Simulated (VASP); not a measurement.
# MoSe2 (P6_3/mmc) in VASP: further runs, part 3 of 3

VASP 6.6.1. Earlier steps stand in the parts before.

**4. Relaxation of cell and atoms, PBE**

INCAR

```
SYSTEM = MoSe2
ALGO = Normal
EDIFF = 1E-6
EDIFFG = -0.01
ENCUT = 600
GGA = PE
IBRION = 2
ISIF = 3
ISMEAR = 0
KPAR = 2
LASPH = .TRUE.
LCHARG = .FALSE.
LREAL = .FALSE.
LWAVE = .FALSE.
NELM = 80
NSW = 90
PREC = Accurate
SIGMA = 0.03
```

KPOINTS

```
k-points
0
G
  9 9 2
  0 0 0
```

POSCAR

```
MoSe2
1.0
    3.2880000000      0.0000000000      0.0000000000
   -1.6440000000      2.8474915276      0.0000000000
    0.0000000000      0.0000000000     12.9000000000
Mo Se
2 4
Direct
    0.3333333333      0.6666666667      0.2500000000
    0.6666666667      0.3333333333      0.7500000000
    0.3333333333      0.6666666667      0.6250000000
    0.6666666667      0.3333333333      0.1250000000
    0.3333333333      0.6666666667      0.8750000000
    0.6666666667      0.3333333333      0.3750000000
```

Potentials or basis: VASP PAW PBE potentials, release 64 (Mo_sv, Se).

On the command line:

```console
cat potpaw_PBE.64/Mo_sv/POTCAR potpaw_PBE.64/Se/POTCAR > POTCAR
mpirun -np 2 vasp_std > vasp.out
```

OUTCAR:

```text
SYSTEM = MoSe2
   EDIFF = 1E-6
   EDIFFG = -0.01
   ENCUT = 600
   GGA = PE
   IBRION = 2
   ISIF = 3
   ISMEAR = 0
   LASPH = .TRUE.
   LREAL = .FALSE.
   NELM = 80
   NSW = 90
   PREC = Accurate

 ion  position               nearest neighbor table
   1  0.333  0.667  0.250-   4 2.49   6 2.49   4 2.49   6 2.49   4 2.49   6 2.49
   2  0.667  0.333  0.750-   3 2.49   5 2.49   3 2.49   5 2.49   3 2.49   5 2.49
   3  0.333  0.667  0.625-   2 2.49   2 2.49   2 2.49
   4  0.667  0.333  0.125-   1 2.49   1 2.49   1 2.49
   5  0.333  0.667  0.875-   2 2.49   2 2.49   2 2.49
   6  0.667  0.333  0.375-   1 2.49   1 2.49   1 2.49

  LATTYP: Found a hexagonal cell.
 ALAT       =     3.2880000000
 C/A-ratio  =     3.9233576642

  Lattice vectors:

 A1 = (   3.2880000000,   0.0000000000,   0.0000000000)
 A2 = (  -1.6440000000,   2.8474915276,   0.0000000000)
 A3 = (   0.0000000000,   0.0000000000,  12.9000000000)

Analysis of symmetry for initial positions (statically):
=====================================================================
 Subroutine PRICEL returns:
 Original cell was already a primitive cell.

 Routine SETGRP: Setting up the symmetry group for a
 hexagonal supercell.

 Subroutine GETGRP returns: Found 24 space group operations
 (whereof 12 operations were pure point group operations)
 out of a pool of 24 trial point group operations.

The static configuration has the point symmetry D_3d.
 The point group associated with its full space group is D_6h.

Analysis of symmetry for dynamics (positions and initial velocities):
=====================================================================
 Subroutine PRICEL returns:
 Original cell was already a primitive cell.

 Routine SETGRP: Setting up the symmetry group for a
 hexagonal supercell.

 Subroutine GETGRP returns: Found 24 space group operations
 (whereof 12 operations were pure point group operations)
 out of a pool of 24 trial point group operations.

The dynamic configuration has the point symmetry D_3d.
 The point group associated with its full space group is D_6h.

[... 145 lines left out ...]
--------------------------------------- Ionic step        1  -------------------------------------------

 number of electron      52.0000000 magnetization

 Free energy of the ion-electron system (eV)
  ---------------------------------------------------
  ext. energy  EPLUGINS =         0.00000000
  ---------------------------------------------------
  free energy    TOTEN  =       -39.72286923 eV

  energy without entropy =      -39.72286923  energy(sigma->0) =      -39.72286923

------------------------ aborting loop because EDIFF is reached ----------------------------------------

  FORCE on cell =-STRESS in cart. coord.  units (eV):
  Direction    XX          YY          ZZ          XY          YZ          ZX
  --------------------------------------------------------------------------------------
  -------------------------------------------------------------------------------------
  Total        4.8682372      4.8682372      9.0321648     -0.0000000      0.0000000      0.0000000
  in kB       64.5800471     64.5800471    119.8170098     -0.0000000      0.0000000      0.0000000
  external PRESSURE =      82.9923680 kB  Pullay stress =       0.0000000 kB
[... 101 lines left out ...]
  FREE ENERGIE OF THE ION-ELECTRON SYSTEM (eV)
  ---------------------------------------------------
  free  energy   TOTEN  =       -39.9266481665 eV

  energy  without entropy=      -39.9266481665  energy(sigma->0) =      -39.92664817

 E-fermi :   5.3261     XC(G=0): -10.0422

 val. band max:        5.1748642741   @ k =   0.0000   0.0000   0.0000
 cond. band min:       6.3866204103   @ k =   0.3333   0.3333   0.0000
 fundamental gap:      1.2117561362
 Fermi energy:         5.3260800624

 k-point     1 :       0.0000    0.0000    0.0000
  band No.  band energies     occupation
      1     -55.8679      2.00000
      2     -55.8679      2.00000
      3     -30.0070      2.00000
      4     -30.0070      2.00000
      5     -29.8568      2.00000
      6     -29.8568      2.00000
[... 805 lines left out ...]
     30       7.5619      0.00000
     31       7.9937      0.00000

[... ionic steps 4 to 30 ...]

--------------------------------------- Ionic step       31  -------------------------------------------

 number of electron      52.0000001 magnetization

------------------------ aborting loop because EDIFF is reached ----------------------------------------
[... 75 lines left out ...]
--------------------------------------- Ionic step       33  -------------------------------------------

 number of electron      51.9999999 magnetization

 Free energy of the ion-electron system (eV)
  ---------------------------------------------------
  ext. energy  EPLUGINS =         0.00000000
  ---------------------------------------------------
  free energy    TOTEN  =       -39.97753004 eV

  energy without entropy =      -39.97753004  energy(sigma->0) =      -39.97753004

 E-fermi :   4.8762     XC(G=0):  -9.7327

 val. band max:        4.5955889294   @ k =   0.0000   0.0000   0.0000
 cond. band min:       5.9806883651   @ k =   0.3333   0.3333   0.0000
 fundamental gap:      1.3850994357
 Fermi energy:         4.8761839069

 k-point     1 :       0.0000    0.0000    0.0000
  band No.  band energies     occupation
      1     -56.3062      2.00000
      2     -56.3062      2.00000
      3     -30.4473      2.00000
      4     -30.4473      2.00000
      5     -30.2898      2.00000
      6     -30.2898      2.00000
[... 838 lines left out ...]
  FREE ENERGIE OF THE ION-ELECTRON SYSTEM (eV)
  ---------------------------------------------------
  free  energy   TOTEN  =       -39.9775300437 eV

  energy  without entropy=      -39.9775300437  energy(sigma->0) =      -39.97753004

 reached required accuracy - stopping structural energy minimisation
```

Wall time 20 min (2 MPI ranks of Intel Xeon Platinum 8259CL at 2.50GHz (Skylake/Cascade Lake), shared host); peak memory 0.35 GiB.

Results:

| Item | Value |
| --- | --- |
| Free energy | -39.9775 eV |
| Relaxed volume | 23.29 Å³/atom |
| Relaxed cell | a = 3.323 Å, b = 3.323 Å, c = 14.611 Å, α = 90.00°, β = 90.00°, γ = 120.00° |
| Space group after relaxing (to 0.05 Å) | P6_3/mmc (No. 194) |
| Energy gained by relaxing | 42.4 meV/atom |
| Ionic steps | 33 |
| Pressure after relaxing | 0.0 GPa |
| Largest force after relaxing | 0.007 eV/Å |
| Band gap on the k mesh | 1.39 eV, indirect (least direct gap 1.42 eV) |

Forces on the atoms (eV/Å):
```
Mo   0.000  0.000  0.000
Mo   0.000  0.000  0.000
Se   0.000  0.000  0.007
Se   0.000  0.000  0.007
Se   0.000  0.000 -0.007
Se   0.000  0.000 -0.007
```

The path:
```
step  energy change (eV)  largest force (eV/Å)  pressure (GPa)  volume (Å³)
   1              0.0000                1.1451            8.30       120.78
   2              0.5024                1.9456          -11.26       139.89
   3             -0.2038                0.1617           -0.31       126.98
   4             -0.2042                0.1136            0.02       126.71
   5             -0.2042                0.0918            0.16       126.59
   6             -0.2087                0.1057            0.23       126.77
   7             -0.2159                0.1452            0.46       127.28
   8             -0.2196                0.1418            0.32       127.80
   9             -0.2281                0.1319           -0.07       129.37
  10             -0.2358                0.1076           -0.75       132.53
  11             -0.2386                0.0505           -0.45       132.73
  12             -0.2412                0.0464            0.06       133.06
  13             -0.2415                0.0927            0.29       133.21
  14             -0.2444                0.0825            0.34       133.73
  15             -0.2497                0.0562            0.51       135.27
  16             -0.2471                0.0245            1.00       138.27
  17             -0.2505                0.0529            0.74       136.48
  18             -0.2517                0.1367           -0.42       138.69
  19             -0.2526                0.0612            0.04       137.79
  20             -0.2535                0.0378           -0.04       138.18
  21             -0.2537                0.0207           -0.08       138.46
  22             -0.2538                0.0077            0.09       138.33
  23             -0.2538                0.0026            0.03       138.38
  24             -0.2538                0.0047            0.04       138.40
  25             -0.2539                0.0106            0.07       138.45
  26             -0.2539                0.0133            0.09       138.48
  27             -0.2539                0.0156            0.07       138.53
  28             -0.2540                0.0239            0.02       138.68
  29             -0.2541                0.0399           -0.08       138.97
  30             -0.2541                0.0384           -0.07       139.01
  31             -0.2542                0.0333           -0.07       139.11
  32             -0.2544                0.0251           -0.05       139.31
  33             -0.2547                0.0069           -0.02       139.72
```

Final structure:
```
CELL_PARAMETERS angstrom
3.32297 0.00000 0.00000
-1.66148 2.87777 0.00000
0.00000 0.00000 14.61112
ATOMIC_POSITIONS crystal
Mo 0.33333 0.66667 0.25000
Mo 0.66667 0.33333 0.75000
Se 0.33333 0.66667 0.63568
Se 0.66667 0.33333 0.13568
Se 0.33333 0.66667 0.86432
Se 0.66667 0.33333 0.36432
```

Caveat: the volume moved by over 15 % at a fixed basis, so the end points are rough; an odd mesh through Γ misses points on the zone boundary, where band edges often lie; this functional lacks dispersion, which binds the layers, so the pressure and a relaxed spacing across them are unreliable, and here the layers came unbound; the volume moved by +16 % from the deposited cell, more than functionals usually miss. PBE usually gives volumes a little too large and moduli too small.

**5. Relaxation of cell and atoms, PBE**

This run uses another cell than the first one, of 23.29 Å³/atom, 1.157 times its volume.

Edit INCAR of step 4 so:

```diff
@@ -2,4 +2,4 @@
 ALGO = Normal
-EDIFF = 1E-6
-EDIFFG = -0.01
+EDIFF = 1E-7
+EDIFFG = -0.005
 ENCUT = 600
```

KPOINTS is that of step 4.

POSCAR

```
MoSe2                                   
1.0
    3.3229651448      0.0000000000      0.0000000000
   -1.6614825724      2.8777722313     -0.0000000000
    0.0000000000      0.0000000000     14.6111167037
  Mo              Se            
     2     4
Direct
     0.3333333332999970    0.6666666667000030    0.2500000000000000
     0.6666666667000030    0.3333333332999970    0.7500000000000000
     0.3333333332999970    0.6666666667000030    0.6356794066535549
     0.6666666667000030    0.3333333332999970    0.1356794066535550
     0.3333333332999970    0.6666666667000030    0.8643205933464451
     0.6666666667000030    0.3333333332999970    0.3643205933464450
```

On the command line:

```console
cat potpaw_PBE.64/Mo_sv/POTCAR potpaw_PBE.64/Se/POTCAR > POTCAR
mpirun -np 2 vasp_std > vasp.out
```

It took 17 min on 2 MPI ranks of Intel Xeon Platinum 8259CL at 2.50GHz (Skylake/Cascade Lake), shared host; peak memory 0.36 GiB.

Results (log left out):

```yaml
Free_energy: -39.9829 eV
Relaxed_volume: 23.68 Å³/atom
Relaxed_cell: a = 3.322 Å, b = 3.322 Å, c = 14.871 Å, α = 90.00°, β = 90.00°, γ = 120.00°
Space_group_after_relaxing_to_0.05_Å: P6_3/mmc (No. 194)
Energy_gained_by_relaxing: 0.1 meV/atom
Ionic_steps: 20
Pressure_after_relaxing: 0.0 GPa
Band_gap_on_the_k_mesh: 1.42 eV, direct
```

Forces on the atoms (eV/Å):
```
Mo   0.000  0.000  0.000
Mo   0.000  0.000  0.000
Se   0.000  0.000  0.003
Se   0.000  0.000  0.003
Se   0.000  0.000 -0.003
Se   0.000  0.000 -0.003
```

Step by step:
```tsv
step	energy change (eV)	largest force (eV/Å)	pressure (GPa)	volume (Å³)
1	0.0000	0.0071	-0.03	139.72
2	0.0000	0.0024	0.06	139.63
3	0.0000	0.0006	0.03	139.66
4	0.0000	0.0064	0.02	139.69
5	0.0000	0.0097	0.02	139.70
6	-0.0001	0.0103	0.01	139.76
7	-0.0001	0.0118	-0.02	139.92
8	-0.0002	0.0149	-0.07	140.26
9	-0.0003	0.0209	-0.16	140.93
10	-0.0003	0.0206	-0.16	140.94
11	-0.0003	0.0195	-0.16	140.96
12	-0.0003	0.0175	-0.15	141.02
13	-0.0003	0.0133	-0.13	141.12
14	-0.0004	0.0047	-0.10	141.34
15	-0.0005	0.0128	-0.03	141.76
16	-0.0005	0.0117	-0.02	141.79
17	-0.0006	0.0082	0.00	141.89
18	-0.0006	0.0016	0.05	142.08
19	-0.0006	0.0032	0.04	142.04
20	-0.0006	0.0029	0.01	142.10
```

Final structure:
```
CELL_PARAMETERS angstrom
3.32164 0.00000 0.00000
-1.66082 2.87663 0.00000
0.00000 0.00000 14.87121
ATOMIC_POSITIONS crystal
Mo 0.33333 0.66667 0.25000
Mo 0.66667 0.33333 0.75000
Se 0.33333 0.66667 0.63766
Se 0.66667 0.33333 0.13766
Se 0.33333 0.66667 0.86234
Se 0.66667 0.33333 0.36234
```

Levels at points of the mesh, in eV from the valence-band top:
```
           k point  band 22  band 23  band 24  band 25  band 26  band 27  band 28  band 29  band 30  band 31
(0.00, 0.00, 0.00)    -1.18    -1.17    -1.17    -0.51     0.00     2.79     2.79     2.80     2.80     3.02
(0.00, 0.00, 0.50)    -1.17    -1.17    -1.17    -0.18    -0.18     2.80     2.80     2.80     2.80     3.03
```

Caveat: an odd mesh through Γ misses points on the zone boundary, where band edges often lie; this functional lacks dispersion, which binds the layers, so the pressure and a relaxed spacing across them are unreliable. As with any semilocal functional, this PBE gap is likely too small.
